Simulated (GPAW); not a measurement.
Set up this calculation in GPAW 26.7.0, as an ASE script.

```yaml
Task: band structure
Functional: WC
Potentials_or_basis: PAW data sets generated in the run's folder for this functional
Cutoff: 600 eV
Basis: pw
k_mesh: 7 × 7 × 4
Occupations: fermi-dirac, width 0.05 eV
Spin: spin-orbit coupling, no magnetisation
Maxiter: 150
Band_path: GMKGALHA,LM,KH
Band_points: 80
spin_axis_theta_degrees: 54.7
spin_axis_phi_degrees: 45
Soc_after_scf: second variation
```

The structure of TaS2 lies in POSCAR:

```
TaS2
1.0
    3.3500000000      0.0000000000      0.0000000000
   -1.6750000000      2.9011851027      0.0000000000
    0.0000000000      0.0000000000      5.8600000000
Ta S
1 2
Direct
    0.0000000000      0.0000000000      0.0000000000
    0.6666666667      0.3333333333      0.7500000000
    0.3333333333      0.6666666667      0.2500000000
```

One way to write it, as run:

run.py

```python
import numpy as np
from ase.dft.bandgap import bandgap
from ase.io import read, write
from ase.units import GPa
from gpaw import GPAW, PW, setup_paths
from gpaw.spinorbit import soc_eigenstates

setup_paths.insert(0, '.')

atoms = read('POSCAR')

calc = GPAW(mode=PW(600),
            xc='WC',
            kpts={'size': (7, 7, 4), 'gamma': True},
            occupations={'name': 'fermi-dirac', 'width': 0.05},
            nbands=25,
            convergence={'density': 1e-05, 'energy': 1e-05},
            maxiter=150,
            txt='gpaw.txt')
atoms.calc = calc
energy = atoms.get_potential_energy()
forces = atoms.get_forces()
stress = atoms.get_stress()
calc.write('gs.gpw')
write('result.traj', atoms)
print(f'Energy: {energy:.6f} eV')
print('Forces (eV/A):')
print(forces.round(4))
print('Stress (GPa):', (stress / GPa).round(3))
print('Fermi level:', round(calc.get_fermi_level(), 4), 'eV')
print(f'Gap: {bandgap(calc)[0]:.4f} eV, direct: {bandgap(calc, direct=True)[0]:.4f} eV')

path = atoms.cell.bandpath('GMKGALHA,LM,KH', npoints=80, eps=1e-4)
bs_calc = calc.fixed_density(kpts=path, symmetry='off', nbands=39,
                             convergence={'bands': 'CBM+6.0', 'eigenstates': 1e-6}, txt='bands.txt')
bs = bs_calc.band_structure()
bs.write('bs.json')
print(f'Gap on the path: {bandgap(bs_calc)[0]:.4f} eV')

soc = soc_eigenstates(bs_calc, theta=54.7, phi=45)
np.savetxt('soc_bands.dat', soc.eigenvalues(), fmt='%.4f')
mesh = soc_eigenstates('gs.gpw', theta=54.7, phi=45)
np.savetxt('soc_mesh.dat', mesh.eigenvalues(), fmt='%.4f')
print('Fermi level with spin-orbit coupling:', round(mesh.fermi_level, 4), 'eV')
```

Potentials or basis: PAW data sets generated in the run's folder for this functional, pw.

The run is started by

```console
$ gpaw-setup -f WC S Ta
$ OMP_NUM_THREADS=1 python run.py
```

It gave:

```json
{"Pressure": "5.0 GPa", "Largest force": "1.034 eV/Å", "Band gap along the path": "none (metal or under the smearing width)"}
```

Caveat: spin-orbit coupling was added after a scalar SCF, so levels and gaps hold it while energy, forces, pressure and moments don't; this program's spin-orbit splittings come out too wide for heavy elements; this functional lacks dispersion, which binds the layers, so the pressure and a relaxed spacing across them are unreliable.

Run time: 3.8 min on 1 thread of Intel(R) Xeon(R) Processor @ 2.50GHz (Skylake/Cascade Lake), with other jobs on the host, peak memory 0.36 GiB.
